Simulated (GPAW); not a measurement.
# Ge (Fd-3m) in GPAW: reference runs

How does Ge come out in PBEsol? The cell is run as given and disturbed.

Program: GPAW 26.7.0. These are calculated values, not measurements. Logs are shortened: lines on timing, memory, paths and dates and some standing lists are left out, and cuts for length are marked. The log counts tension as positive stress, the text compression.

**What was measured.**

“Temperature-dependent photoluminescence in Ge: experiment and theory”, 2020, arxiv:2003.00143 reports, for a bulk crystal of Ge at 0 K: band gap 0.744 eV (indirect).

How close the calculation comes is told below.

## (1) The crystal as given

Symmetry: Fd-3m, No. 227, cubic system. The conventional cell has a = 5.658 Å, b = 5.658 Å, c = 5.658 Å, α = 90.00°, β = 90.00°, γ = 90.00°. Ge (site symmetry -43m) has 4 Ge at 2.45 Å as nearest neighbours.

## (2) Single point, PBEsol

File run.py:

```python
from ase import Atoms
from ase.dft.bandgap import bandgap
from ase.io import write
from ase.units import GPa
from gpaw import GPAW, PW, setup_paths

setup_paths.insert(0, '.')

atoms = Atoms(['Ge', 'Ge'],
              cell=[[0.0, 2.82891, 2.82891],
                    [2.82891, 0.0, 2.82891],
                    [2.82891, 2.82891, 0.0]],
              scaled_positions=[[0.75, 0.75, 0.75],
                                [0.5, 0.5, 0.5]],
              pbc=True)

calc = GPAW(mode=PW(600),
            xc='PBEsol',
            kpts={'size': (8, 8, 8), 'gamma': True},
            occupations={'name': 'fermi-dirac', 'width': 0.05},
            nbands=11,
            convergence={'density': 1e-05, 'energy': 1e-05},
            maxiter=150,
            txt='gpaw.txt')
atoms.calc = calc
energy = atoms.get_potential_energy()
forces = atoms.get_forces()
stress = atoms.get_stress()
calc.write('gs.gpw')
write('result.traj', atoms)
print(f'Energy: {energy:.6f} eV')
print('Forces (eV/A):')
print(forces.round(4))
print('Stress (GPa):', (stress / GPa).round(3))
print('Fermi level:', round(calc.get_fermi_level(), 4), 'eV')
print(f'Gap: {bandgap(calc)[0]:.4f} eV, direct: {bandgap(calc, direct=True)[0]:.4f} eV')
```

Potentials or basis: PAW data sets generated in the run's folder for this functional, pw.

The run is started by

```sh
gpaw-setup -f PBEsol Ge
OMP_NUM_THREADS=1 python run.py
```

gpaw.txt:

```text
__  _  _
 | _ |_)|_||  |
 |__||  | ||/\| - 26.7.0

Input parameters:
  mode=PW(ecut=600.0),
  convergence={'density': 1e-05, 'energy': 1e-05},
  kpts=MonkhorstPack(size=(8, 8, 8), gamma=True),
  maxiter=150,
  nbands=11,
  occupations=Occupations(name='fermi-dirac', width=0.05),
  xc=XC(name='PBEsol')

Diagonalizing LCAO Hamiltonian
Converting LCAO to pw mode

           Ge

       Ge

Atoms  # Å, Bohr magnetons
|   | symbol |        x |        y |        z |    initial magnetic moments |
|---|--------|----------|----------|----------|-----------------------------|
| 0 |     Ge | 4.243365 | 4.243365 | 4.243365 | ( 0.0000,  0.0000,  0.0000) |
| 1 |     Ge | 2.828910 | 2.828910 | 2.828910 | ( 0.0000,  0.0000,  0.0000) |

Unit cell  # Å
| periodic |        x |        y |        z |  lengths |    angles |
|----------|----------|----------|----------|----------|-----------|
|      yes | 0.000000 | 2.828910 | 2.828910 | 4.000683 | 60.000000 |
|      yes | 2.828910 | 0.000000 | 2.828910 | 4.000683 | 60.000000 |
|      yes | 2.828910 | 2.828910 | 0.000000 | 4.000683 | 60.000000 |

Number of symmetries: 24
Symmetry operations  # r_c * U_cc + t_c -> r_c
|    | kind |            matrix            |
|----|------|------------------------------|
|  0 |  E   |  1, 0, 0,  0, 1, 0,  0, 0, 1 |
|  1 |  σ   |  1, 0, 0,  0, 0, 1,  0, 1, 0 |
|  2 |  σ   |  1, 0,-1,  0, 1,-1,  0, 0,-1 |
|  3 |  C3  |  1, 0,-1,  0, 0,-1,  0, 1,-1 |
|  4 |  C3  |  1,-1, 0,  0,-1, 1,  0,-1, 0 |
|  5 |  σ   |  1,-1, 0,  0,-1, 0,  0,-1, 1 |
|  6 |  σ   |  0, 1, 0,  1, 0, 0,  0, 0, 1 |
|  7 |  C3  |  0, 1, 0,  0, 0, 1,  1, 0, 0 |
|  8 |  C2  |  0, 1,-1,  1, 0,-1,  0, 0,-1 |
|  9 |  S4  |  0, 1,-1,  0, 0,-1,  1, 0,-1 |
| 10 |  C3  |  0, 0, 1,  1, 0, 0,  0, 1, 0 |
| 11 |  σ   |  0, 0, 1,  0, 1, 0,  1, 0, 0 |
| 12 |  S4  |  0, 0,-1,  1, 0,-1,  0, 1,-1 |
| 13 |  C3  |  0, 0,-1,  0, 1,-1,  1, 0,-1 |
| 14 |  S4  |  0,-1, 1,  1,-1, 0,  0,-1, 0 |
| 15 |  C2  |  0,-1, 1,  0,-1, 0,  1,-1, 0 |
| 16 |  C3  |  0,-1, 0,  1,-1, 0,  0,-1, 1 |
| 17 |  S4  |  0,-1, 0,  0,-1, 1,  1,-1, 0 |
| 18 |  S4  | -1, 1, 0, -1, 0, 1, -1, 0, 0 |
| 19 |  C3  | -1, 1, 0, -1, 0, 0, -1, 0, 1 |
| 20 |  C3  | -1, 0, 1, -1, 1, 0, -1, 0, 0 |
| 21 |  S4  | -1, 0, 1, -1, 0, 0, -1, 1, 0 |
| 22 |  σ   | -1, 0, 0, -1, 1, 0, -1, 0, 1 |
| 23 |  C2  | -1, 0, 0, -1, 0, 1, -1, 1, 0 |

BZ-sampling:
  Number of BZ points: 512
  Number of IBZ points: 29

  Monkhorst-Pack size: [8, 8, 8]
  Monkhorst-Pack shift: [0.0625, 0.0625, 0.0625]

K-points  # in reciprocal-cell coordinates
|     |                                coordinates |     weight |
|-----|--------------------------------------------|------------|
|   0 | (  0.00000000,   0.00000000,   0.00000000) | 0.00195312 |
|   1 | (  0.12500000,   0.12500000,   0.00000000) | 0.01171875 |
|   2 | (  0.12500000,   0.12500000,   0.12500000) | 0.01562500 |
|   3 | (  0.25000000,   0.12500000,   0.12500000) | 0.02343750 |
|   4 | (  0.25000000,   0.25000000,   0.00000000) | 0.01171875 |
|   5 | (  0.25000000,   0.25000000,   0.12500000) | 0.04687500 |
|   6 | (  0.25000000,   0.25000000,   0.25000000) | 0.01562500 |
|   7 | (  0.37500000,   0.25000000,  -0.37500000) | 0.04687500 |
|   8 | (  0.37500000,   0.25000000,   0.12500000) | 0.04687500 |
|   9 | (  0.37500000,   0.25000000,   0.25000000) | 0.04687500 |
| ... |                                            |            |
|  28 | (  0.50000000,   0.50000000,   0.50000000) | 0.00781250 |

Plane wave coefficients: 1540
Cutoff: 600.0 eV

Spin-components: 1 (collinear spins)
Bands:           11
Projectors:      10
Spin-degeneracy: 2
Datatype:        complex128

Parallelization:
  kpt:    1
  domain: 1
  band:   1

Density:
  Valence electrons: 8.0
  Components: 1
  Grid points: [24 24 24]
  Charge: 0.0  # |e|

Potential:
  Grid points: [24 24 24]

species:
  Ge:
    name:    Germanium
    Z:       32.0
    valence: 4
    core:    28
    charge:  0.0  # [|e|]
    compensation charges:
      type: gauss
      rc: 0.32  # [Å]
      lmax: 2
    cutoffs:
      filter: 1.77  # [Å]
      core: 3.42  # [Å]
    projectors
    | kind |    occ | energy [eV] | rcut [Å] |
    |------|--------|-------------|----------|
    |   4s |  2.000 |     -11.738 |    1.005 |
    |   4p |  2.000 |      -3.898 |    1.005 |
    |    s |        |      15.473 |    1.005 |
    |    p |        |      23.314 |    1.005 |
    |    d |        |       0.000 |    1.005 |

    Using partial waves for Ge as LCAO basis

Reference energy: -114111.519876  # eV

eigensolver:
  PPCG
  Converge bands: occupied
  niter=2

density mixing:
  MSR1-Mixer
  Pratt-step length: 0.05
  Maximum mixing coefficient: 0.75
  Old densities: 10
  SVD Regularization: 0.005
  Good broyden scale: 1.0
  Trust region scale: 1.0
  Backstep threshold: 4.0
  History deletion threshold: 6.0
  Fourier metric: weight=20.0, sigma=0.015

occupation numbers:
  Fermi-Dirac:
    width: 0.0500  # eV

poisson solver:
  ecut: 4800.0  # eV

xc functional:
  name: PBEsol with 2 nearest neighbor stencil

convergence criteria:
- Maximum integral of absolute [dens]ity change: 1e-05 electrons / valence electron
- Maximum [total energy] change in last 3 cyles: 1e-05 eV / valence electron
- Maximum integral of absolute [eigenst]ate change: 4e-08 eV^2 / valence electron
maximum number of iterations: 150

SCF iterations
|iter     | |      energy | eigst |  dens |
|---------|-|-------------|-------|-------|
|iter:   1| |   -9.908384 | -0.47 |       |
|iter:   2| |   -9.901837 | -2.73 | -0.91 |
|iter:   3| |   -9.842268 | -2.59 | -0.94 |
|iter:   4| |   -9.840287 | -3.52 | -1.56 |
|iter:   5| |   -9.840305 | -5.24 | -2.52 |
|iter:   6| |   -9.840308c| -6.63 | -3.26 |
|iter:   7| |   -9.840308c| -7.76c| -3.78 |
|iter:   8| |   -9.840308c| -8.27c| -4.94 |
|iter:   9| |   -9.840308c| -9.24c| -5.57c|

Converged in 9 steps
Energy contributions relative to reference atoms: (reference = -114111.519876)

Energy contributions:
  Kinetic:          24.880037
  Coulomb:         -22.328608
  Zero:             -0.002427
  External:          0.000000
  Xc:              -12.388866
  Entropy:          -0.000888
  Spinorbit:         0.000000
  ----------------------------
  Free energy:      -9.840753
  Extrapolated:     -9.840308

dipole moment: (3.699755, 3.699755, 3.699755)  # |e|*Ang

Fermi level: 5.882
Eigenvalues  # (at kpt = [0.000, 0.000, 0.000])
| band index |      eig [eV] | occ [0-2] |
|------------|---------------|-----------|
|          0 |        -6.933 |     2.000 |
|          1 |         5.847 |     1.345 |
|          2 |         5.847 |     1.345 |
|          3 |         5.847 |     1.345 |
|          4 |         5.891 |     0.919 |
|          5 |         8.383 |     0.000 |
|          6 |         8.383 |     0.000 |
|          7 |         8.383 |     0.000 |
|          8 |        12.096 |     0.000 |
|          9 |        15.226 |     0.000 |
|         10 |        15.228 |     0.000 |

Gap: 0.044 eV
Transition (v -> c):
  (s=0, k=0, n=3, [0.00, 0.00, 0.00]) -> (s=0, k=0, n=4, [0.00, 0.00, 0.00])
No difference between direct/indirect transitions

Forces  # eV/Ang
|        x |        y |        z |
|----------|----------|----------|
|  0.00000 | -0.00000 | -0.00000 |  # Ge   0
| -0.00000 | -0.00000 |  0.00000 |  # Ge   1

Stress tensor  # eV/Ang^3
|         x |         y |         z |
|-----------|-----------|-----------|
| -0.005915 | -0.000000 |  0.000000 |
| -0.000000 | -0.005915 |  0.000000 |
|  0.000000 |  0.000000 | -0.005915 |

# Writing to gs.gpw (mode='')
```

Run time: 10 s. Hardware: 1 thread of Arm Neoverse V2, shared host; peak memory 0.14 GiB.

What came out:

* Free energy: -9.8408 eV
* Pressure: 0.9 GPa
* Band gap on the k mesh: 0.04 eV, direct

Levels at points of the mesh, in eV from the valence-band top:
```tsv
k point	band 2	band 3	band 4	band 5	band 6	band 7
(0.00, 0.00, 0.00)	0.00	0.00	0.00	0.04	2.54	2.54
(0.50, 0.50, 0.00)	-8.90	-3.09	-3.09	0.65	0.65	9.51
(0.50, 0.50, 0.50)	-7.62	-1.41	-1.41	0.14	3.71	3.71
```

## (3) Single point, PBEsol (atoms moved at random, drawn with an rms of 0.05 Å)

run.py: that of step 2 with these lines changed.

```diff
@@ -12,4 +12,4 @@
                     [2.82891, 2.82891, 0.0]],
-              scaled_positions=[[0.75, 0.75, 0.75],
-                                [0.5, 0.5, 0.5]],
+              scaled_positions=[[0.760966, 0.733256, 0.753339],
+                                [0.493445, 0.489395, 0.51015]],
               pbc=True)
```

Potentials or basis: PAW data sets generated in the run's folder for this functional, pw.

The run is started by

```sh
gpaw-setup -f PBEsol Ge
OMP_NUM_THREADS=1 python run.py
```

gpaw.txt:

```text
__  _  _
 | _ |_)|_||  |
 |__||  | ||/\| - 26.7.0

Input parameters:
  mode=PW(ecut=600.0),
  convergence={'density': 1e-05, 'energy': 1e-05},
  kpts=MonkhorstPack(size=(8, 8, 8), gamma=True),
  maxiter=150,
  nbands=11,
  occupations=Occupations(name='fermi-dirac', width=0.05),
  xc=XC(name='PBEsol')

Diagonalizing LCAO Hamiltonian
Converting LCAO to pw mode

           Ge

       Ge

Atoms  # Å, Bohr magnetons
|   | symbol |        x |        y |        z |    initial magnetic moments |
|---|--------|----------|----------|----------|-----------------------------|
| 0 |     Ge | 4.205443 | 4.283833 | 4.227020 | ( 0.0000,  0.0000,  0.0000) |
| 1 |     Ge | 2.827623 | 2.839080 | 2.780366 | ( 0.0000,  0.0000,  0.0000) |

Unit cell  # Å
| periodic |        x |        y |        z |  lengths |    angles |
|----------|----------|----------|----------|----------|-----------|
|      yes | 0.000000 | 2.828910 | 2.828910 | 4.000683 | 60.000000 |
|      yes | 2.828910 | 0.000000 | 2.828910 | 4.000683 | 60.000000 |
|      yes | 2.828910 | 2.828910 | 0.000000 | 4.000683 | 60.000000 |

Number of symmetries: 1
Symmetry operations  # r_c * U_cc + t_c -> r_c
|   | kind |            matrix            |
|---|------|------------------------------|
| 0 |  E   |  1, 0, 0,  0, 1, 0,  0, 0, 1 |

BZ-sampling:
  Number of BZ points: 512
  Number of IBZ points: 260

  Monkhorst-Pack size: [8, 8, 8]
  Monkhorst-Pack shift: [0.0625, 0.0625, 0.0625]

K-points  # in reciprocal-cell coordinates
|     |                                coordinates |     weight |
|-----|--------------------------------------------|------------|
|   0 | (  0.00000000,   0.00000000,   0.00000000) | 0.00195312 |
|   1 | (  0.00000000,   0.00000000,   0.12500000) | 0.00390625 |
|   2 | (  0.00000000,   0.00000000,   0.25000000) | 0.00390625 |
|   3 | (  0.00000000,   0.00000000,   0.37500000) | 0.00390625 |
|   4 | (  0.00000000,   0.00000000,   0.50000000) | 0.00195312 |
|   5 | (  0.00000000,   0.12500000,  -0.37500000) | 0.00390625 |
|   6 | (  0.00000000,   0.12500000,  -0.25000000) | 0.00390625 |
|   7 | (  0.00000000,   0.12500000,  -0.12500000) | 0.00390625 |
|   8 | (  0.00000000,   0.12500000,   0.00000000) | 0.00390625 |
|   9 | (  0.00000000,   0.12500000,   0.12500000) | 0.00390625 |
| ... |                                            |            |
| 259 | (  0.50000000,   0.50000000,   0.50000000) | 0.00195312 |

Plane wave coefficients: 1540
Cutoff: 600.0 eV

Spin-components: 1 (collinear spins)
Bands:           11
Projectors:      10
Spin-degeneracy: 2
Datatype:        complex128

Parallelization:
  kpt:    1
  domain: 1
  band:   1

Density:
  Valence electrons: 8.0
  Components: 1
  Grid points: [24 24 24]
  Charge: 0.0  # |e|

Potential:
  Grid points: [24 24 24]

species:
  Ge:
    name:    Germanium
    Z:       32.0
    valence: 4
    core:    28
    charge:  0.0  # [|e|]
    compensation charges:
      type: gauss
      rc: 0.32  # [Å]
      lmax: 2
    cutoffs:
      filter: 1.77  # [Å]
      core: 3.42  # [Å]
    projectors
    | kind |    occ | energy [eV] | rcut [Å] |
    |------|--------|-------------|----------|
    |   4s |  2.000 |     -11.738 |    1.005 |
    |   4p |  2.000 |      -3.898 |    1.005 |
    |    s |        |      15.473 |    1.005 |
    |    p |        |      23.314 |    1.005 |
    |    d |        |       0.000 |    1.005 |

    Using partial waves for Ge as LCAO basis

Reference energy: -114111.519876  # eV

eigensolver:
  PPCG
  Converge bands: occupied
  niter=2

density mixing:
  MSR1-Mixer
  Pratt-step length: 0.05
  Maximum mixing coefficient: 0.75
  Old densities: 10
  SVD Regularization: 0.005
  Good broyden scale: 1.0
  Trust region scale: 1.0
  Backstep threshold: 4.0
  History deletion threshold: 6.0
  Fourier metric: weight=20.0, sigma=0.015

occupation numbers:
  Fermi-Dirac:
    width: 0.0500  # eV

poisson solver:
  ecut: 4800.0  # eV

xc functional:
  name: PBEsol with 2 nearest neighbor stencil

convergence criteria:
- Maximum integral of absolute [dens]ity change: 1e-05 electrons / valence electron
- Maximum [total energy] change in last 3 cyles: 1e-05 eV / valence electron
- Maximum integral of absolute [eigenst]ate change: 4e-08 eV^2 / valence electron
maximum number of iterations: 150

SCF iterations
|iter     | |      energy | eigst |  dens |
|---------|-|-------------|-------|-------|
|iter:   1| |   -9.888497 | -0.47 |       |
|iter:   2| |   -9.881945 | -2.73 | -0.92 |
|iter:   3| |   -9.822435 | -2.59 | -0.94 |
|iter:   4| |   -9.820491 | -3.52 | -1.56 |
|iter:   5| |   -9.820508 | -5.24 | -2.52 |
|iter:   6| |   -9.820511c| -6.63 | -3.26 |
|iter:   7| |   -9.820511c| -7.77c| -3.78 |
|iter:   8| |   -9.820511c| -8.30c| -4.97 |
|iter:   9| |   -9.820511c| -9.28c| -5.57c|

Converged in 9 steps
Energy contributions relative to reference atoms: (reference = -114111.519876)

Energy contributions:
  Kinetic:          25.092149
  Coulomb:         -22.510117
  Zero:             -0.002384
  External:          0.000000
  Xc:              -12.399685
  Entropy:          -0.000948
  Spinorbit:         0.000000
  ----------------------------
  Free energy:      -9.820985
  Extrapolated:     -9.820511

dipole moment: (3.523299, 3.919621, 3.566676)  # |e|*Ang

Fermi level: 5.901
Eigenvalues  # (at kpt = [0.000, 0.000, 0.000])
| band index |      eig [eV] | occ [0-2] |
|------------|---------------|-----------|
|          0 |        -6.938 |     2.000 |
|          1 |         5.535 |     1.999 |
|          2 |         5.890 |     1.111 |
|          3 |         5.989 |     0.293 |
|          4 |         6.024 |     0.158 |
|          5 |         8.245 |     0.000 |
|          6 |         8.270 |     0.000 |
|          7 |         8.623 |     0.000 |
|          8 |        12.092 |     0.000 |
|          9 |        15.228 |     0.000 |
|         10 |        15.229 |     0.000 |

No gap
No difference between direct/indirect transitions

Forces  # eV/Ang
|        x |        y |        z |
|----------|----------|----------|
|  0.44776 | -0.38246 | -0.40180 |  # Ge   0
| -0.44776 |  0.38246 |  0.40180 |  # Ge   1

Stress tensor  # eV/Ang^3
|         x |         y |         z |
|-----------|-----------|-----------|
| -0.006800 |  0.007098 |  0.006728 |
|  0.007098 | -0.006924 | -0.007971 |
|  0.006728 | -0.007971 | -0.006889 |

# Writing to gs.gpw (mode='')
```

It took 68 s on 1 thread of Arm Neoverse V2, shared host; peak memory 0.27 GiB.

What came out:

| Property | Result |
| --- | --- |
| Free energy | -9.8210 eV |
| Pressure | 1.1 GPa |
| Largest force | 0.713 eV/Å |
| Band gap on the k mesh | none (metal or under the smearing width) |

Forces on the atoms (eV/Å):
```
Ge   0.448 -0.382 -0.402
Ge  -0.448  0.382  0.402
```

## (4) Comparison with measurements

Step 2. Measured gap of Ge: 0.744 eV (indirect; 0 K; “Temperature-dependent photoluminescence in Ge: experiment and theory”, 2020, arxiv:2003.00143). This calculation gives 0.04 eV (-0.70 eV). 3 values of this kind are on record (0.666 to 0.807 eV); this one was drawn at random among those near their median. Spin-orbit coupling on Ge is left out. The value is that of PBEsol on a finite k mesh, which can miss the band edges, without temperature or zero-point motion. Semilocal functionals fall short of measured gaps as a rule.
